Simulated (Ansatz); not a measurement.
# CoO: the cost of one run

Program: Ansatz 0.2.0. Level of theory: DFT PBEsol, scalar-relativistic. These are calculated values, not measurements.

### Step 1. The system as given

The structure is cubic, space group Fm-3m (No. 225). Conventional cell: a = 4.263 Å, b = 4.263 Å, c = 4.263 Å, α = 90.00°, β = 90.00°, γ = 90.00°. Co (site symmetry m-3m) has 6 O at 2.13 Å as nearest neighbours. Around O (site symmetry m-3m) lie 6 Co at 2.13 Å.

Coordinates:

```
Co O
1.0
     0.00000    2.13150    2.13150
     2.13150    0.00000    2.13150
     2.13150    2.13150    0.00000
Co O
1 1
Direct
  0.00000 0.00000 0.00000
  0.50000 0.50000 0.50000
```

The geometry is a database entry used as it stands. It may stem from high pressure or temperature, or be incomplete, so it serves as a test cell.

Atoms are numbered in the order of the input: Co1, O2.

### Step 2. Full-potential LAPW

Input file input.yaml:

```yaml
crystal:
  lattice:
    - [0.0, 2.1315, 2.1315]
    - [2.1315, 0.0, 2.1315]
    - [2.1315, 2.1315, 0.0]
  atoms:
    - { symbol: Co, position: [0.0, 0.0, 0.0], spin: 2.0 }
    - { symbol: O, position: [0.5, 0.5, 0.5] }
magnetization:
  spin_polarized: true
kpoints:
  mp_grid: { grid: [16, 16, 16] }
  band_path:
    path:
      - [0.0, 0.0, 0.0]
      - [0.5, 0.0, 0.5]
      - [0.625, 0.25, 0.625]
      - [0.375, 0.375, 0.75]
      - [0.0, 0.0, 0.0]
      - [0.5, 0.5, 0.5]
      - [0.5, 0.25, 0.75]
      - [0.5, 0.0, 0.5]
    npoints: 14
scf:
  occupations: { method: fermi_dirac, width: 0.05 }
hamiltonian:
  xc: pbesol
  pseudopotentials: { kind: all_electron, lapw: { basis_error: 0.0005 } }
output:
  forces: true
  stress: true
  eigenvalues: true
  populations: true
  dos: { projected: true, de: 0.2, e_range: [-14, 8] }
```

Started as:

```bash
$ ansatz run input.yaml --threads 1 --pin off --max-ram 3072MiB --backend cpu --events-out ev --progress --plain --runs-dir out
```

Q: Estimate wall time and peak memory on 1 thread of Arm Neoverse N1, shared host.

About 2.1 min, with a peak of 0.69 GiB.
